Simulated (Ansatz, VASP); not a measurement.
SnO: VASP beside Ansatz

```
Sn O
1.0
     3.94270    0.00000    0.00000
     0.00000    3.94270    0.00000
     0.00000    0.00000    4.65532
Sn O
2 2
Direct
  0.00000 0.50000 0.24575
  0.50000 0.00000 0.75425
  0.00000 0.00000 0.00000
  0.50000 0.50000 0.00000
```

Alike in both runs: task single point; functional LDA; k mesh 10 × 10 × 8; occupations gaussian, width 0.15 eV; no spin polarisation.

|  | VASP | Ansatz |
| --- | --- | --- |
| version | VASP 6.6.1 | Ansatz 0.2.0 |
| potentials or method | VASP PAW LDA potentials, release 64 (Sn_d, O) | scalar-relativistic, plane waves, PAW |
| plane-wave cutoff (eV) | 520 | 520 |
| valence electrons in the cell | 40 | 40 |

```csv
,VASP,Ansatz,Ansatz less VASP
gap on the k mesh at the Fermi level (eV),0.32,0.33,+0.019
least direct gap on the mesh (eV),1.77,1.80,+0.030
pressure (GPa),-8.2,-8.5,-0.28
largest component of the traceless stress (GPa),3.32,3.32,+0.001
rms of the force components (eV/Å),0.332,0.370,+0.0381
```

Atom by atom the forces differ by 0.038 eV/Å (rms over components).

Caveats: spin-orbit coupling is left out, which moves the levels of the heavy elements.
